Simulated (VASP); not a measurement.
Input of a VASP 6.6.1 run:

File INCAR:

```
ALGO     = Fast           # electronic algorithm
DIPOL    = 0.5 0.5 0.500
EDIFF    = 1E-6           # SCF threshold, eV
ENCUT    = 520            # plane-wave cutoff, eV
GGA      = PS             # functional
IDIPOL   = 3            
ISIF     = 2              # what is computed and relaxed
ISMEAR   = 1              # smearing method
IVDW     = 12             # dispersion correction
LASPH    = T              # aspherical terms in the spheres
LCHARG   = T              # write CHGCAR
LDIPOL   = T            
LELF     = T              # ELF
LREAL    = F              # projectors in reciprocal space
LVACPOTAV= T            
LVHAR    = T            
LWAVE    = F              # write WAVECAR
NELM     = 100            # most SCF steps
PREC     = Accurate       # precision mode
SIGMA    = 0.1            # smearing width, eV
```

File KPOINTS:

```
k-points
0
Gamma
  13 13 1
```

POSCAR

```
Ag                                      
1.0
    2.9092759800      0.0000000000      0.0000000000
   -1.4546379900      2.5195068800      0.0000000000
    0.0000000000      0.0000000000     30.3978581400
  Ag            
     4
Direct
     0.0000000000000000    0.0000000000000000    0.3881775994072110
     0.6666669999999968    0.3333330000000032    0.4626746274714227
     0.3333330000000032    0.6666669999999968    0.5373253725285773
     0.0000000000000000    1.0000000000000000    0.6118224005927890
```

Potentials or basis: VASP PAW PBE potentials, release 64 (Ag).

Command:

```bash
$ cat potpaw_PBE.64/Ag/POTCAR > POTCAR
$ mpirun -np 1 vasp_std > vasp.out
```

Task: What does it give for the dispersion energy per atom?

Result: -0.397 eV.

Task: Estimate the work function of the upper face.

Result: 4.62 eV.

Task: Predict the largest force.

Result: 0.008 eV/Å.

Task: Estimate the band gap on the k mesh.

Result: None (metal or under the smearing width).

Forces in eV/Å, atoms in the order of the input:
```
Ag   0.000  0.000  0.000
Ag   0.000  0.000  0.008
Ag   0.000  0.000 -0.008
Ag   0.000  0.000  0.000
```

Caveat: the PAW data sets were made with another functional, which shifts forces and pressure a little.
